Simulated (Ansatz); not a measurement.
**HfC: input and output**

Input file of Ansatz 0.2.0:

```yaml
crystal:
  lattice:
    - [1.705122, 2.953357, 0.0]
    - [-1.705122, 2.953357, 0.0]
    - [0.0, 0.0, 11.535122]
  atoms:
    - { symbol: Hf, position: [0.33333, 0.33334, 0.117] }
    - { symbol: Hf, position: [0.66666, 0.66667, 0.617] }
    - { symbol: Hf, position: [0.33333, 0.33334, 0.383] }
    - { symbol: Hf, position: [0.66667, 0.66667, 0.883] }
    - { symbol: C, position: [0.0, 0.0, 0.0] }
    - { symbol: C, position: [0.0, 0.0, 0.5] }
    - { symbol: C, position: [0.66667, 0.66666, 0.25] }
    - { symbol: C, position: [0.33334, 0.33333, 0.75] }
  symmetry: { tolerance: 0.0003 }
kpoints:
  mp_grid: { grid: [11, 11, 3], shift: [0, 0, 0] }
  band_path:
    path:
      - [0.0, 0.0, 0.0]
      - [0.5, 0.0, 0.0]
      - [0.66666667, 0.33333333, 0.0]
      - [0.0, 0.0, 0.0]
      - [0.0, 0.0, 0.5]
      - [0.5, 0.0, 0.5]
      - [0.66666667, 0.33333333, 0.5]
      - [0.0, 0.0, 0.5]
      - [0.5, 0.0, 0.5]
      - [0.5, 0.0, 0.0]
      - [0.66666667, 0.33333333, 0.5]
    npoints: 6
magnetization:
  spin_polarized: false
scf:
  occupations: { method: fermi_dirac, width: 0.0213 }
  lower_state_search: "off"
  max_iter: 200
hamiltonian:
  pseudopotentials: { kind: paw }
  xc: pbe
basis:
  ecutwfc: 420
  fft_grid_basis: typed
output:
  forces: true
  stress: true
  eigenvalues: true
  bader: true
  populations: true
  elf: true
  write_potential: true
  volumetric_format: npy
  dos:
    e_range: [-12, 8]
    de: 0.05
    projected: { site_lists: { C: [C], Hf: [Hf] } }
checkpoint:
  read: saved_state
```

The run starts from an earlier solution of this cell. 

Parts of the output:

```
SCF iter   1: F=—  Δρ=2.67e-3  dr2=1.55e-2
SCF iter   2: F=—  Δρ=1.11e-3  dr2=2.55e-3
SCF iter   3: F=—  Δρ=5.53e-4  dr2=7.54e-4
SCF iter   4: F=—  Δρ=2.62e-4  dr2=1.57e-4
SCF iter   5: F=—  Δρ=1.30e-4  dr2=2.28e-5
SCF iter   6: F=—  Δρ=2.78e-5  dr2=1.60e-6
SCF iter   7: F=—  Δρ=9.14e-6  dr2=2.01e-7
SCF iter   8: F=-63893.4779 eV  Δρ=3.51e-6  dr2=2.54e-8
Free energy (F): -63893.4779 eV
Harris-Foulkes:  -63893.4779 eV  (|F-HF|=1.93e-8)
Internal energy: -63893.4748 eV  (E = F + TS)
E sigma→0 (E₀):  -63893.4763 eV
Entropy (-TS):   -0.0031 eV (-0.388 meV/atom)
Fermi energy:    17.0686 eV
--- Per-component energies (eV) ---
  E_band       = 46.9573
  E_kinetic    = 2011.8814
  E_local      = -21783.0396  (includes V_loc(G=0)·N_el)
  E_nonlocal   = -4872.5452
  E_hartree    = 10152.0224
  E_xc         = -1383.9606
  E_vxc        = -1292.1301  (∫ρ·V_xc dr)
  E_paw        = -28099.9551  (= ΣΔE_a)
  E_vpaw       = 5678.7392  (= ΣTr[D̂ρ^β])
  E_aug_tail   = 0.0000  (compensation charges beyond the density's cutoff)
  E_ewald      = -19917.8781
  E_smearing   = -0.0031  (= −TS)
--- Stress (GPa, compression-positive) ---
      -19.1909       0.0000       0.0000
        0.0000     -19.1909       0.0000
        0.0000       0.0000     -19.9267
  P = ⅓ Tr σ = -19.4362 GPa (-194.362 kbar)
```

Origin: a known structure type with other elements, at an estimated volume, so it need not be a known compound. Caveats: atoms or cell far from equilibrium.
